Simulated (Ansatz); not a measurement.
AlFe:

```
Fe Al
1.0
     2.91000    0.00000    0.00000
     0.00000    2.91000    0.00000
     0.00000    0.00000    2.91000
Fe Al
1 1
Cartesian
  1.4550 1.4550 1.4550
  0.0000 0.0000 0.0000
```

| Property | Result |
| --- | --- |
| Program | Ansatz 0.2.0 |
| Task | relaxation of cell and atoms |
| Functional | PBEsol |
| Potentials or basis | all-electron LAPW, scalar-relativistic |
| Basis error allowed | 0.001 eV/atom |
| k mesh | 9 × 9 × 9 |
| Occupations | fermi-dirac, width 0.05 eV |
| Spin | collinear spin, ferromagnetic start |
| Starting moments | [3.0, 0.0] μB |

At the start: volume 12.32 Å³/atom.

Task: Where does the relaxation end?

Result: Over 5 steps the energy falls by 30.7 meV/atom and the volume is 11.50 Å³/atom (-6.7 %); space group Pm-3m (No. 221, to 0.05 Å); moment 0.60 μB per cell.

The path:
```
step  energy change (eV)  largest force (eV/Å)  volume (Å³)
   1              0.0000                0.0000        24.64
   2             -0.0551                0.0000        23.50
   3             -0.0613                0.0000        22.94
   4             -0.0613                0.0000        23.00
   5             -0.0613                0.0000        23.00
```

Final structure:
```
Fe Al
1.0
     2.84384    0.00000    0.00000
     0.00000    2.84384    0.00000
     0.00000    0.00000    2.84384
Fe Al
1 1
Cartesian
  1.4219 1.4219 1.4219
  0.0000 0.0000 0.0000
```
